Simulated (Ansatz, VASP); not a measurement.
Ga3Se: VASP and Ansatz over several settings

```
CELL_PARAMETERS angstrom
4.37256 0.00000 0.00000
0.00000 4.37256 0.00000
0.00000 0.00000 4.37256
ATOMIC_POSITIONS crystal
Se 0.00000 0.00000 0.00000
Ga 0.50000 0.50000 0.00000
Ga 0.50000 0.00000 0.50000
Ga 0.00000 0.50000 0.50000
```

The cell comes from a database or a generator and needn't be the stable form of this composition.

Single points on this cell with VASP 6.6.1 and Ansatz 0.2.0. Each row is one pair of runs. Alike in all rows: spin: off; k mesh: 6 × 6 × 6; smearing: fermi-dirac, width 0.05 eV; Ansatz's potentials, cutoff: Ansatz PAW, 420 eV.

| level | VASP's potentials, cutoff | gap on the k mesh at the Fermi level (eV), VASP | gap on the k mesh at the Fermi level (eV), Ansatz | pressure (GPa), VASP | pressure (GPa), Ansatz |
| --- | --- | --- | --- | --- | --- |
| PBEsol | VASP PAW PBE potentials, release 64 (Se, Ga_d), 520 eV | none | none | -2.1 | -2.1 |
| LDA | VASP PAW LDA potentials, release 64 (Se, Ga_d), 520 eV | none | none | -3.4 | -3.6 |
| PBE | VASP PAW PBE potentials, release 64 (Se, Ga_d), 520 eV | ? | none | ? | 1.1 |

Problem. Fill in what VASP gave in row 3.

Solution. gap on the k mesh at the Fermi level (eV): none; pressure (GPa): 1.3.

A gap of «none» marks a metal or a gap that the smearing closes.

Caveats: the PAW data sets were made with another functional, which shifts forces and pressure a little (VASP); the PAW data sets come from PBE, with cores solved anew for the run's functional, which leaves a small shift of forces and pressure (Ansatz).
